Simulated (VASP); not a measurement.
Crystal: AlN.

```xyz
4
Lattice="3.1130 0.0000 0.0000 -1.5565 2.6959 0.0000 0.0000 0.0000 4.9820" Properties=species:S:1:pos:R:3 pbc="T T T"
Al    1.5565    0.8986    2.4860
Al    0.0000    1.7973    4.9770
N     1.5565    0.8986    4.3892
N     0.0000    1.7973    1.8982
```

The cell is a database's computed one.

Base run:

| Item | Value |
| --- | --- |
| Program | VASP 6.6.1 |
| Functional | PBEsol |
| Potentials or basis | VASP PAW PBE potentials, release 64 (Al, N) |
| Cutoff | 520 eV |
| k mesh | 9 × 9 × 6 |
| Occupations | gaussian, width 0.02 eV |
| Spin | no spin polarisation |

Its results: band gap on the k mesh 4.12 eV, direct.

Task: The run is repeated on the same cell with these changes: functional from PBEsol to TB-mBJ. What comes out?

Result: Band gap on the k mesh 5.35 eV, direct.
